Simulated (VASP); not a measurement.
# TiO2 (Anatase): the relaxed cell at several levels of theory

Which functional gives which lattice for TiO2 (Anatase)? The starting structure is a measured crystal structure from the Crystallography Open Database. The first relaxation on each setting starts from this cell expanded by 3 % in volume.

Method: Kohn-Sham DFT with plane waves and PAW; PBEsol+U (Ti d 4 eV), LDA+U (Ti d 4 eV), r2SCAN + rVV10, rev-vdW-DF2 and TPSS, in VASP 6.6.1.

**1. Starting point**

It takes space group I4_1/amd (No. 141, tetragonal). Conventional cell: a = 3.784 Å, b = 3.784 Å, c = 9.515 Å, α = 90.00°, β = 90.00°, γ = 90.00°. Ti has 6 O at 1.93 to 1.98 Å nearest. O has 3 Ti at 1.93 to 1.98 Å nearest. Farther neighbours and most contacts between anions are not listed.

**2. Relaxation with PBEsol+U (Ti d 4 eV)**

PBEsol restores the gradient expansion of exchange and is tuned for the cells of solids. The U is chosen by hand, not computed for this crystal, and pushes the named shell towards whole occupations.

Contents of INCAR:

```
SYSTEM = TiO2
PREC = Accurate
ENCUT = 520
EDIFF = 1E-06
NELM = 100
ISMEAR = 0
SIGMA = 0.03
LREAL = .FALSE.
ALGO = Normal
GGA = PS
NBANDS = 30
LDAU = .TRUE.
LDAUTYPE = 2
LDAUL = 2 -1
LDAUU = 4 0
LDAUJ = 0 0
LDAUPRINT = 1
LASPH = .TRUE.
LMAXMIX = 4
LORBIT = 11
LWAVE = .FALSE.
LCHARG = .FALSE.
KPAR = 8
IBRION = 2
NSW = 50
ISIF = 3
EDIFFG = -0.006
```

Contents of POSCAR:

```
TiO2
1.0
   -3.8216697636      0.0000000000      0.0000000000
    0.0000000000      3.8216697636      0.0000000000
    1.9108348818     -1.9108348818     -4.8044050437
Ti O
2 4
Direct
    0.7500000000      0.2500000000      0.5000000000
    0.0000000000      0.0000000000      0.0000000000
    0.2081000000      0.2081000000      0.4162000000
    0.9581000000      0.4581000000      0.9162000000
    0.5419000000      0.0419000000      0.0838000000
    0.7919000000      0.7919000000      0.5838000000
```

Contents of KPOINTS:

```
Automatic mesh
0
Gamma
6 6 6
0 0 0
```

PAW data sets: Ti_sv and O (PBE family, release 64).

Run with:

```bash
mpirun -np 8 vasp_std
```

The program printed:

```text
[banner, memory and clock lines left out]
running    8 mpi-ranks, on    1 nodes
 distrk:  each k-point on    1 cores,    8 groups
 distr:  one band on    1 cores,    1 groups

 POSCAR found type information on POSCAR TiO
 POSCAR found :  2 types and       6 ions
|                                                                             |
|           W    W    AA    RRRRR   N    N  II  N    N   GGGG   !!!           |
|           W    W   A  A   R    R  NN   N  II  NN   N  G    G  !!!           |
|           W    W  A    A  R    R  N N  N  II  N N  N  G       !!!           |
|           W WW W  AAAAAA  RRRRR   N  N N  II  N  N N  G  GGG   !            |
|           WW  WW  A    A  R   R   N   NN  II  N   NN  G    G                |
|           W    W  A    A  R    R  N    N  II  N    N   GGGG   !!!           |
|                                                                             |
|     For optimal performance we recommend to set                             |
|       NCORE = 2 up to number-of-cores-per-socket                            |
|     NCORE specifies how many cores store one orbital (NPAR=cpu/NCORE).      |
|     This setting can greatly improve the performance of VASP for DFT.       |
|     The default, NCORE=1 might be grossly inefficient on modern             |
|     multi-core architectures or massively parallel machines. Do your        |
|     Unfortunately you need to use the default for GW and RPA                |
|     calculations (for HF NCORE is supported but not extensively tested      |
|     yet).                                                                   |
|                                                                             |

|                                                                             |
|               ----> ADVICE to this user running VASP <----                  |
|                                                                             |
|     You enforced a specific xc type in the INCAR file but a different       |
|     [... a line on the potential file left out ...]
|     I HOPE YOU KNOW WHAT YOU ARE DOING!                                     |
|                                                                             |

 LDA part: xc-table for (Slater+PW92), standard interpolation
 POSCAR, INCAR and KPOINTS ok, starting setup
 FFT: planning ... GRIDC
 FFT: planning ... GRID_SOFT
 FFT: planning ... GRID
 WAVECAR not read
 entering main loop
       N       E                     dE             d eps       ncg     rms          rms(c)
DAV:   1     0.678512288534E+03    0.67851E+03   -0.24765E+04  1800   0.184E+03
DAV:   2     0.358084618953E+02   -0.64270E+03   -0.61518E+03  2036   0.546E+02
DAV:   3    -0.641851337690E+02   -0.99994E+02   -0.98966E+02  2678   0.201E+02
DAV:   4    -0.689379390111E+02   -0.47528E+01   -0.47467E+01  2602   0.441E+01
DAV:   5    -0.691357750791E+02   -0.19784E+00   -0.19779E+00  2448   0.708E+00    0.313E+01
DAV:   6    -0.505704049931E+02    0.18565E+02   -0.98201E+01  2410   0.971E+01    0.102E+01
DAV:   7    -0.508170836970E+02   -0.24668E+00   -0.10901E+01  2466   0.226E+01    0.703E+00
DAV:   8    -0.507850392343E+02    0.32044E-01   -0.20295E+00  2210   0.131E+01    0.240E+00
DAV:   9    -0.507485965345E+02    0.36443E-01   -0.46753E-01  2230   0.702E+00    0.132E+00
DAV:  10    -0.507659787496E+02   -0.17382E-01   -0.16478E-01  2220   0.276E+00    0.665E-01
DAV:  11    -0.507582526867E+02    0.77261E-02   -0.47866E-02  2090   0.151E+00    0.962E-02
DAV:  12    -0.507584675512E+02   -0.21486E-03   -0.30270E-03  2094   0.578E-01    0.134E-01
DAV:  13    -0.507582974786E+02    0.17007E-03   -0.83915E-04  2272   0.301E-01    0.221E-02
DAV:  14    -0.507583041823E+02   -0.67037E-05   -0.69367E-05  2536   0.639E-02    0.180E-02
DAV:  15    -0.507583009209E+02    0.32615E-05   -0.25466E-05  2460   0.513E-02    0.510E-03
DAV:  16    -0.507583011641E+02   -0.24319E-06   -0.26591E-06  1618   0.157E-02
   1 F= -.50758301E+02 E0= -.50758301E+02  d E =-.507583E+02
[... from here on, the cycles between the ionic steps are left out ...]
   2 F= -.50758975E+02 E0= -.50758975E+02  d E =-.673504E-03
   3 F= -.50759155E+02 E0= -.50759155E+02  d E =-.854118E-03
   4 F= -.50759155E+02 E0= -.50759155E+02  d E =-.853793E-03
   5 F= -.50759169E+02 E0= -.50759169E+02  d E =-.145378E-04
   6 F= -.50759192E+02 E0= -.50759192E+02  d E =-.374990E-04
   7 F= -.50759192E+02 E0= -.50759192E+02  d E =-.373329E-04
   8 F= -.50759191E+02 E0= -.50759191E+02  d E =-.359403E-04
   9 F= -.50759191E+02 E0= -.50759191E+02  d E =-.365242E-04
  10 F= -.50759192E+02 E0= -.50759192E+02  d E =-.366197E-04
 curvature:  -0.00 expect dE=-0.417E-07 dE for cont linesearch -0.133E-07
 ZBRENT: accuracy reached
 trial: gam=-0.07353 g(F)=  0.976E-05 g(S)=  0.165E-05 ort = 0.227E-04 (trialstep = 0.837E+00)
 search vector abs. value=  0.883E-05
 bond charge predicted
       N       E                     dE             d eps       ncg     rms          rms(c)
DAV:   1    -0.507592015287E+02   -0.99140E-05   -0.13592E-03  1800   0.287E-01    0.177E-02
DAV:   2    -0.507592014092E+02    0.11953E-06   -0.50003E-05  2070   0.524E-02    0.102E-02
DAV:   3    -0.507591996882E+02    0.17210E-05   -0.79082E-06  1950   0.226E-02    0.307E-03
DAV:   4    -0.507591995777E+02    0.11054E-06   -0.87937E-07   964   0.661E-03
  11 F= -.50759200E+02 E0= -.50759200E+02  d E =-.800123E-05
 ZBRENT: can't locate minimum, use default step
 trial-energy change:   -0.000008  1 .order   -0.000008   -0.000008   -0.000008
 step:   3.3475(harm= 11.4371)  dis= 0.00090  next Energy=   -50.759247 (dE=-0.557E-04)
 reached required accuracy - stopping structural energy minimisation
```

It took 50 s on 8 MPI ranks of Intel Xeon Platinum 8375C at 2.90GHz (Ice Lake), shared host; peak memory 1.8 GiB.

Lines that name or quote the potential files are left out of all logs, and their timing lines are given in words.

Parts of OUTCAR (step 2):

```text
ion  position               nearest neighbor table
   1  0.750  0.250  0.500-   6 1.95   3 1.95   6 1.95   3 1.95   4 2.00   5 2.00
   2  0.000  0.000  0.000-   5 1.95   4 1.95   5 1.95   4 1.95   6 2.00   3 2.00
   3  0.208  0.208  0.416-   1 1.95   1 1.95   2 2.00
   4  0.958  0.458  0.916-   2 1.95   2 1.95   1 2.00
   5  0.542  0.042  0.084-   2 1.95   2 1.95   1 2.00
   6  0.792  0.792  0.584-   1 1.95   1 1.95   2 2.00

  LATTYP: Found a body centered tetragonal cell.
 ALAT       =     3.8216697636
 C/A-ratio  =     2.5142962846

 Subroutine GETGRP returns: Found 16 space group operations
 (whereof  8 operations were pure point group operations)

The static configuration has the point symmetry D_2d.
 The point group associated with its full space group is D_4h.

 Found     30 irreducible k-points:

   k-points           NKPTS =     30   k-points in BZ     NKDIM =     30   number of bands    NBANDS=     30

   dimension x,y,z NGX =    28 NGY =   28 NGZ =   42
   dimension x,y,z NGXF=    56 NGYF=   56 NGZF=   84

   ENCUT  =  520.0 eV  38.22 Ry    6.18 a.u.   7.11  7.11 10.25*2*pi/ulx,y,z

   NELECT =      48.0000    total number of electrons

 k-points in reciprocal lattice and weights: Automatic mesh
   0.00000000  0.00000000  0.00000000       0.005
   0.16666667  0.00000000  0.00000000       0.037
   0.33333333  0.00000000  0.00000000       0.037
   0.50000000  0.00000000  0.00000000       0.019
   0.16666667  0.16666667  0.00000000       0.037
   0.33333333  0.16666667  0.00000000       0.074
   0.50000000  0.16666667  0.00000000       0.074
  -0.33333333  0.16666667 -0.00000000       0.074
  -0.16666667  0.16666667  0.00000000       0.019
[...]
0.16666667  0.16666667  0.33333333       0.019
   0.00000000  0.00000000  0.50000000       0.005

atom =   1  type =  1  l = 2

 onsite density matrix

spin component  1

  0.1054 -0.0000  0.0000  0.0000  0.0000
 -0.0000  0.1012 -0.0000  0.0000 -0.0000
  0.0000 -0.0000  0.2502  0.0000 -0.0000
  0.0000  0.0000  0.0000  0.1012  0.0000
  0.0000 -0.0000 -0.0000  0.0000  0.2463

spin component  2

 occupancies and eigenvectors

  o =  0.1012  v =  0.0000 -0.9893  0.0000  0.1459 -0.0000  0.0000  0.0000  0.0000  0.0000  0.0000      0.0000  0.0000  0.0000  0.0000  0.0000  0.0000  0.0000  0.0000  0.0000  0.0000
  o =  0.1012  v =  0.0000  0.1459  0.0000  0.9893  0.0000  0.0000  0.0000  0.0000  0.0000  0.0000      0.0000  0.0000  0.0000  0.0000  0.0000  0.0000  0.0000  0.0000  0.0000  0.0000
  o =  0.1012  v =  0.0000  0.0000  0.0000  0.0000  0.0000  0.0000 -0.9893  0.0000  0.1459 -0.0000      0.0000  0.0000  0.0000  0.0000  0.0000  0.0000  0.0000  0.0000  0.0000  0.0000
  o =  0.1012  v =  0.0000  0.0000  0.0000  0.0000  0.0000  0.0000  0.1459  0.0000  0.9893  0.0000      0.0000  0.0000  0.0000  0.0000  0.0000  0.0000  0.0000  0.0000  0.0000  0.0000
  o =  0.1054  v =  0.0000  0.0000  0.0000  0.0000  0.0000  1.0000  0.0000  0.0000  0.0000  0.0000      0.0000  0.0000  0.0000  0.0000  0.0000  0.0000  0.0000  0.0000  0.0000  0.0000
  o =  0.1054  v =  1.0000  0.0000  0.0000  0.0000  0.0000  0.0000  0.0000  0.0000  0.0000  0.0000      0.0000  0.0000  0.0000  0.0000  0.0000  0.0000  0.0000  0.0000  0.0000  0.0000
  o =  0.2463  v =  0.0000 -0.0000  0.0000 -0.0000 -1.0000  0.0000  0.0000  0.0000  0.0000  0.0000      0.0000  0.0000  0.0000  0.0000  0.0000  0.0000  0.0000  0.0000  0.0000  0.0000
  o =  0.2463  v =  0.0000  0.0000  0.0000  0.0000  0.0000  0.0000 -0.0000  0.0000 -0.0000 -1.0000      0.0000  0.0000  0.0000  0.0000  0.0000  0.0000  0.0000  0.0000  0.0000  0.0000
  o =  0.2502  v =  0.0000  0.0000  1.0000 -0.0000  0.0000  0.0000  0.0000  0.0000  0.0000  0.0000      0.0000  0.0000  0.0000  0.0000  0.0000  0.0000  0.0000  0.0000  0.0000  0.0000
  o =  0.2502  v =  0.0000  0.0000  0.0000  0.0000  0.0000  0.0000  0.0000  1.0000 -0.0000  0.0000      0.0000  0.0000  0.0000  0.0000  0.0000  0.0000  0.0000  0.0000  0.0000  0.0000

atom =   2  type =  1  l = 2

 onsite density matrix

spin component  1

spin component  2

 occupancies and eigenvectors

  o =  0.1012  v =  0.0000 -0.9808 -0.0000 -0.1948 -0.0000  0.0000  0.0000  0.0000  0.0000  0.0000      0.0000  0.0000  0.0000  0.0000  0.0000  0.0000  0.0000  0.0000  0.0000  0.0000
  o =  0.1012  v =  0.0000  0.0000  0.0000  0.0000  0.0000  0.0000 -0.9808 -0.0000 -0.1948 -0.0000      0.0000  0.0000  0.0000  0.0000  0.0000  0.0000  0.0000  0.0000  0.0000  0.0000
  o =  0.1012  v =  0.0000  0.1948 -0.0000 -0.9808 -0.0000  0.0000  0.0000  0.0000  0.0000  0.0000      0.0000  0.0000  0.0000  0.0000  0.0000  0.0000  0.0000  0.0000  0.0000  0.0000
  o =  0.1012  v =  0.0000  0.0000  0.0000  0.0000  0.0000  0.0000  0.1948 -0.0000 -0.9808 -0.0000      0.0000  0.0000  0.0000  0.0000  0.0000  0.0000  0.0000  0.0000  0.0000  0.0000
  o =  0.1054  v =  0.0000  0.0000  0.0000  0.0000  0.0000  1.0000  0.0000  0.0000  0.0000  0.0000      0.0000  0.0000  0.0000  0.0000  0.0000  0.0000  0.0000  0.0000  0.0000  0.0000
  o =  0.1054  v =  1.0000  0.0000  0.0000  0.0000  0.0000  0.0000  0.0000  0.0000  0.0000  0.0000      0.0000  0.0000  0.0000  0.0000  0.0000  0.0000  0.0000  0.0000  0.0000  0.0000
  o =  0.2463  v =  0.0000  0.0000  0.0000 -0.0000  1.0000  0.0000  0.0000  0.0000  0.0000  0.0000      0.0000  0.0000  0.0000  0.0000  0.0000  0.0000  0.0000  0.0000  0.0000  0.0000
  o =  0.2463  v =  0.0000  0.0000  0.0000  0.0000  0.0000  0.0000  0.0000  0.0000 -0.0000  1.0000      0.0000  0.0000  0.0000  0.0000  0.0000  0.0000  0.0000  0.0000  0.0000  0.0000
  o =  0.2502  v =  0.0000  0.0000  0.0000  0.0000  0.0000  0.0000 -0.0000  1.0000 -0.0000 -0.0000      0.0000  0.0000  0.0000  0.0000  0.0000  0.0000  0.0000  0.0000  0.0000  0.0000
  o =  0.2502  v =  0.0000 -0.0000  1.0000 -0.0000 -0.0000  0.0000  0.0000  0.0000  0.0000  0.0000      0.0000  0.0000  0.0000  0.0000  0.0000  0.0000  0.0000  0.0000  0.0000  0.0000

 average (electrostatic) potential at core
       1 -78.1763       2 -78.1763       3 -70.2406       4 -70.2406       5 -70.2406
       6 -70.2406

 E-fermi :   3.3531

 k-point     1 :       0.0000    0.0000    0.0000
  band No.  band energies     occupation
    ...
     20       2.4385      2.00000
     21       2.4693      2.00000
     22       2.4693      2.00000
     23       2.7814      2.00000
     24       2.7814      2.00000
     25       5.7798      0.00000
     26       6.5430      0.00000
     27       7.4870      0.00000
     28       7.4870      0.00000
     29       7.5708      0.00000
    ...

 k-point     2 :       0.1667    0.0000    0.0000
  band No.  band energies     occupation
    ...
     20       1.9081      2.00000
     21       2.2823      2.00000
     22       2.4511      2.00000
     23       2.5105      2.00000
     24       2.7609      2.00000
     25       6.2734      0.00000
     26       6.6327      0.00000
     27       6.9571      0.00000
     28       7.2508      0.00000
     29       7.4388      0.00000
    ...

 k-point     3 :       0.3333    0.0000    0.0000
  band No.  band energies     occupation
    ...
     20       1.3408      2.00000
     21       1.7072      2.00000
     22       2.3521      2.00000
     23       2.3926      2.00000
     24       2.6113      2.00000
     25       6.7189      0.00000
     26       6.9160      0.00000
     27       7.1022      0.00000
     28       7.2025      0.00000
     29       7.4399      0.00000
    ...

 k-point     4 :       0.5000    0.0000    0.0000
  band No.  band energies     occupation
    ...
     20       1.2545      2.00000
     21       1.4077      2.00000
     22       2.2959      2.00000
     23       2.3120      2.00000
     24       2.5519      2.00000
     25       6.8543      0.00000
     26       7.0815      0.00000
     27       7.0961      0.00000
     28       7.2619      0.00000
     29       7.8151      0.00000
    ...

 k-point     5 :       0.1667    0.1667    0.0000
  band No.  band energies     occupation
    ...
     20       1.7045      2.00000
     21       1.7045      2.00000
     22       2.2188      2.00000
     23       2.5407      2.00000
     24       2.9153      2.00000
     25       6.5634      0.00000
     26       6.6128      0.00000
     27       6.8509      0.00000
     28       7.1989      0.00000
     29       7.2826      0.00000
    ...

 k-point     6 :       0.3333    0.1667    0.0000
  band No.  band energies     occupation
    ...
     20       1.4121      2.00000
     21       1.6567      2.00000
     22       2.1346      2.00000
     23       2.5698      2.00000
     24       2.8387      2.00000
     25       6.5910      0.00000
     26       6.8292      0.00000
     27       7.1432      0.00000
     28       7.1800      0.00000
     29       7.5297      0.00000
    ...

  Total       -0.0096630     -0.0096630      0.0151862      0.0000000      0.0000000      0.0000000
  in kB       -0.2200210     -0.2200210      0.3457814      0.0000000      0.0000000      0.0000000
  external PRESSURE =      -0.0314202 kB  Pullay stress =       0.0000000 kB

  energy-cutoff  :      520.00
  volume of cell :       70.37
      direct lattice vectors                 reciprocal lattice vectors
    -3.828203611  0.000000000  0.000000000    -0.261219126  0.000000000 -0.104136565
     0.000000000  3.828203611  0.000000000    -0.000000000  0.261219126 -0.104136565
     1.914101806 -1.914101806 -4.801387471    -0.000000000  0.000000000 -0.208273131

 POSITION                                       TOTAL-FORCE (eV/Angst)
 -----------------------------------------------------------------------------------
     -1.91410      0.00000     -2.40069         0.000000     -0.000000      0.000000
     -0.00000      0.00000     -0.00000         0.000000      0.000000      0.000000
      0.00000      0.00000     -1.99585         0.000000     -0.000000      0.005940
     -1.91410      0.00000     -4.39654         0.000000     -0.000000      0.005940
     -1.91410      0.00000     -0.40484        -0.000000      0.000000     -0.005940
     -1.91410      1.91410     -2.80554        -0.000000      0.000000     -0.005940
 -----------------------------------------------------------------------------------
    total drift:                                0.000000     -0.000000      0.000000

  FREE ENERGIE OF THE ION-ELECTRON SYSTEM (eV)
  ---------------------------------------------------
  free  energy   TOTEN  =       -50.7591995777 eV

  energy  without entropy=      -50.7591995777  energy(sigma->0) =      -50.75919958

 reached required accuracy - stopping structural energy minimisation

 total charge
# of ion       s       p       d       tot
------------------------------------------
    1        2.230   6.304   1.581  10.115
    2        2.230   6.304   1.581  10.115
    3        1.564   3.500   0.000   5.063
    4        1.564   3.500   0.000   5.063
    5        1.564   3.500   0.000   5.063
    6        1.564   3.500   0.000   5.063
--------------------------------------------------
tot         10.715  26.606   3.162  40.484
```

CONTCAR:

```
TiO2
   1.00000000000000
    -3.8282036112234432    0.0000000000000000    0.0000000000000000
     0.0000000000000000    3.8282036112234432    0.0000000000000000
     1.9141018056117216   -1.9141018056117216   -4.8013874706328741
  Ti              O
     2     4
Direct
     0.7500000000000000    0.2500000000000000    0.5000000000000000
     0.0000000000000000    0.0000000000000000    0.0000000000000000
     0.2078408801703551    0.2078408801703551    0.4156817603407102
     0.9578408801703551    0.4578408801703551    0.9156817603407101
     0.5421591198296449    0.0421591198296449    0.0843182396592898
     0.7921591198296449    0.7921591198296449    0.5843182396592899
```

Logs of long relaxations may skip ionic steps without a mark.

The PAW data sets were made with PBE, which is usual practice but a small mismatch for other functionals. The run keeps the 16 symmetry operations of its start, so it cannot find a distortion of lower symmetry.

With PBEsol+U (Ti d 4 eV) the relaxed cell holds 11.728 Å³ an atom, +3.29 % against the measured cell, with a = 3.828 Å and c = 9.603 Å.

(Continued in part 2 of 2.)

[Lines on the potential files, build, host, timing and source positions are cut from VASP's logs without a mark.]

[Logs are printed without paths, hosts, clocks, repeated set-up lines and the standing remarks that a program may print on its own settings, such as how far it seeks lower states.]

[Hosts, paths, dates, database ids (printed as entryN), source tags and the programs' standing remarks are cut or masked in the printed files.]
